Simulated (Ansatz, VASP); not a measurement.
# Zn36HO36 (bond-centred H+ along c in ZnO) in two plane-wave programs

Wanted: the spread between two codes on one cell, functional and k mesh. The cell is taken from a series of runs on this material, whose earlier steps may have relaxed, scaled, displaced or heated it; both programs get it as it stands.

Program: Ansatz 0.2.0. Level of theory: plane waves, with VASP 6.6.1 beside it; single point at HSE06. Results are calculated unless marked as measured.

## (1) Starting point

The cell holds 73 atoms: 36 Zn, 36 O and 1 H. Its edges and angles: a = 9.839 Å, b = 9.839 Å, c = 10.587 Å, α = 90.0°, β = 90.0°, γ = 120.0°. It derives from ZnO (ZnO (P6_3mc)). Nearest the centre at fractional (0.444, 0.556, 0.368): H73 at 0.26 Å, O54 at 1.06 Å, Zn17 at 2.11 Å, Zn20 at 2.52 Å, Zn8 at 2.52 Å, Zn24 at 2.52 Å, O41 at 2.74 Å, O53 at 2.74 Å. The cell carries charge +1.

## (2) VASP: single point, HSE06

With cell and atoms fixed, the geometry can't cause a difference; cores, projectors, grids and the points listed under the comparison can.

Lines of VASP's logs that name or quote its potential files are left out, and so is its time.

The run reads the wave functions of an earlier VASP run, which isn't shown here.

The input, INCAR:

```
SYSTEM = Zn36HO36
PREC = Accurate
ENCUT = 520
EDIFF = 1E-06
NELM = 100
ISMEAR = -1
SIGMA = 0.01
LREAL = Auto
ALGO = Normal
LHFCALC = .TRUE.
AEXX = 0.25
GGA = PE
HFSCREEN = 0.208
LASPH = .TRUE.
NELECT = 648
NBANDS = 375
PRECFOCK = Fast
LORBIT = 11
LWAVE = .FALSE.
LCHARG = .FALSE.
ISIF = 2
```

The input, POSCAR:

```
Zn36HO36
1.0
    9.8385599212      0.0000000000      0.0000000000
   -4.9192799606      8.5204428284      0.0000000000
    0.0000000000      0.0000000000     10.5865020882
Zn O H
36 36 1
Direct
    0.1114790465      0.2223181180      0.2501246226
    0.2215626002      0.1097404855      0.0010427948
    0.1091315738      0.2181348719      0.7498699698
    0.2219459968      0.1105218093      0.4994502963
    0.1114784845      0.5561421246      0.2501264210
    0.2084286911      0.4377041679      0.9906282340
    0.1091329348      0.5579744017      0.7498686810
    0.2072529352      0.4371132113      0.5108466055
    0.1112529124      0.8891171370      0.2496284661
    0.2215640370      0.7787999464      0.0010399517
    0.1112490429      0.8891139617      0.7500613751
    0.2219447857      0.7784005793      0.4994486351
    0.4442250892      0.2223116116      0.2501185871
    0.5563685712      0.1116740330      0.0016258229
    0.4423838921      0.2181393560      0.7498555381
    0.5561285855      0.1115501137      0.4987798979
    0.4446157176      0.5558060367      0.1695281190
    0.5626681862      0.4376955518      0.9906155002
    0.4445754661      0.5557760575      0.7560174718
    0.5632107017      0.4371314171      0.5108129117
    0.4442245565      0.8888953363      0.2501181327
    0.5626721436      0.7919590159      0.9906102181
    0.4423844540      0.8912188171      0.7498481785
    0.5632051909      0.7930410021      0.5108002048
    0.7779141680      0.2224461159      0.2499670006
    0.8886911244      0.1116766633      0.0016331224
    0.7779128800      0.2224454639      0.7499942131
    0.8887887302      0.1115472294      0.4987863322
    0.7780605346      0.5561443670      0.2501246566
    0.8886896252      0.4439926650      0.0016364410
    0.7822126354      0.5579730533      0.7498501043
    0.8887900332      0.4442163128      0.4987891414
    0.7780622628      0.8888985349      0.2501223085
    0.8906135426      0.7787964135      0.0010323624
    0.7822109027      0.8912165135      0.7498443780
    0.8898348702      0.7784050519      0.4994461781
    0.2226808031      0.1119762287      0.1900882796
    0.1120459229      0.2239096118      0.4398347397
    0.2220383179      0.1107008430      0.6882551953
    0.1091074931      0.2184482790      0.9383316586
    0.2190404885      0.4430118822      0.1837781560
    0.1120462322      0.5551114117      0.4398362435
    0.2223042218      0.4446406778      0.6972525040
    0.1091058863      0.5576371281      0.9383308208
    0.2226803265      0.7776849740      0.1900873996
    0.1112453899      0.8891116283      0.4386581955
    0.2220366754      0.7783148629      0.6882530330
    0.1112470290      0.8891123829      0.9392598520
    0.5554180257      0.1112002892      0.1904846690
    0.4452320368      0.2239124129      0.4398274974
    0.5562299927      0.1116041362      0.6878063095
    0.4427242411      0.2184435258      0.9383171930
    0.5573783009      0.4429957788      0.1837596544
    0.4445398723      0.5557492848      0.4686019919
    0.5557077515      0.4446450839      0.6972276154
    0.4445911563      0.5557873588      0.9531522526
    0.5573849991      0.7813777235      0.1837509884
    0.4452306097      0.8882916616      0.4398259542
    0.5557062585      0.7780358499      0.6972174441
    0.4427247284      0.8912618465      0.9383097749
    0.8891728021      0.1112058339      0.1904911210
    0.7779048408      0.2224396840      0.4390316262
    0.8887547810      0.1116048753      0.6878105856
    0.7779170784      0.2224485584      0.9397458769
    0.8891705867      0.4449465092      0.1904942729
    0.7764331731      0.5551160970      0.4398327571
    0.8887540168      0.4441277514      0.6878127127
    0.7819198586      0.5576354843      0.9383134555
    0.8883925862      0.7776860106      0.1900840977
    0.7764328422      0.8882905443      0.4398293300
    0.8896614065      0.7783187254      0.6882489713
    0.7819223935      0.8912653230      0.9383073039
    0.4443939716      0.5556370922      0.3435498537
```

The input, KPOINTS:

```
Automatic mesh
0
Gamma
1 1 1
0 0 0
```

The projector-augmented-wave data sets are Zn, O and H (PBE family, release 64).

Run with:

```bash
$ export OMP_NUM_THREADS=4
$ mpirun -np 1 vasp_gam
```

Numbers of over 12 decimals in the logs are rounded to 6 here.

Output:

```text
[banner, memory and clock lines left out]
running    1 mpi-ranks, on    1 nodes
[...]
Offloading initialized ...    1 GPUs detected
[...]
LDA part: xc-table for (Slater+PW92), standard interpolation
 found WAVECAR, reading the header
 POSCAR, INCAR and KPOINTS ok, starting setup
[...]
reading WAVECAR
 the WAVECAR file was read successfully
 initial charge from wavefunction
 entering main loop
       N       E                     dE             d eps       ncg     rms          rms(c)
DAV:   1    -0.411622291252E+03   -0.41162E+03   -0.25829E+01   940   0.453E+01    0.103E+01
DAV:   2    -0.411555158936E+03    0.67132E-01   -0.12676E+01   932   0.153E+01    0.345E+00
DAV:   3    -0.411597345685E+03   -0.42187E-01   -0.10726E+00  1052   0.459E+00    0.191E+00
DAV:   4    -0.411603873856E+03   -0.65282E-02   -0.17851E-01   820   0.111E+00    0.107E+00
[...]
DAV:  13    -0.411595121588E+03    0.19626E-05   -0.22226E-06   629   0.615E-03    0.107E-02
DAV:  14    -0.411595120425E+03    0.11623E-05   -0.12466E-06   476   0.449E-03    0.679E-03
DAV:  15    -0.411595119664E+03    0.76098E-06   -0.49573E-07   437   0.489E-03
   1 F= -.41159512E+03 E0= -.41159512E+03  d E =-.457593E-12
```

OUTCAR, selected parts (step 2):

```text
  Total      -16.0561543    -16.1084607    -27.1755339     -0.0516564     -0.0063091     -0.0319915
  in kB      -28.9871772    -29.0816092    -49.0616872     -0.0932586     -0.0113902     -0.0577562
  external PRESSURE =     -35.7101579 kB  Pullay stress =       0.0000000 kB

 POSITION                                       TOTAL-FORCE (eV/Angst)
 -----------------------------------------------------------------------------------
      0.00315      1.89425      2.64794         0.007152     -0.037413      0.068701
      1.64001      0.93504      0.01104         0.000386     -0.008505     -0.003484
      0.00063      1.85861      7.93850         0.000143      0.007405     -0.031975
      1.63994      0.94169      5.28743        -0.000178      0.026323     -0.015985
     -1.63903      4.73858      2.64796        -0.029415      0.025259      0.068902
     -0.10255      3.72943     10.48729        -0.018726     -0.010950     -0.060973
     -1.67112      4.75419      7.93849         0.006971     -0.002138     -0.032392
     -0.11121      3.72440      5.40808         0.161106      0.092738     -0.125766
     -3.27925      7.57567      2.64269        -0.000045     -0.000329      0.020383
     -1.65126      6.63572      0.01101        -0.007899      0.004865     -0.003116
     -3.27927      7.57564      7.94053        -0.000054     -0.000208     -0.015140
     -1.64555      6.63232      5.28741         0.022499     -0.013102     -0.015042
      3.27692      1.89419      2.64788        -0.007454     -0.037677      0.067849
      4.92451      0.95151      0.01721         0.006321      0.003363     -0.003948
[...]
-----------------------------------------------------------------------------------
    total drift:                                0.020722     -0.005123      0.051427

  FREE ENERGIE OF THE ION-ELECTRON SYSTEM (eV)
  ---------------------------------------------------
  free  energy   TOTEN  =      -411.5951196645 eV

  energy  without entropy=     -411.5951196645  energy(sigma->0) =     -411.59511966

[... 3 further parts left out ...]
[key lines of the parts left out:]
E-fermi :  -0.0217
```

The run ends at a pressure of -3.57 GPa, with forces up to 5.9 eV/Å.

(Continued in part 2 of 2.)

[Lines on the potential files, build, host, timing and source positions are cut from VASP's logs without a mark.]

[Logs are printed without paths, hosts, clocks, repeated set-up lines and the standing remarks that a program may print on its own settings, such as how far it seeks lower states.]

[Hosts, paths, dates, database ids (printed as entryN), source tags and the programs' standing remarks are cut or masked in the printed files.]
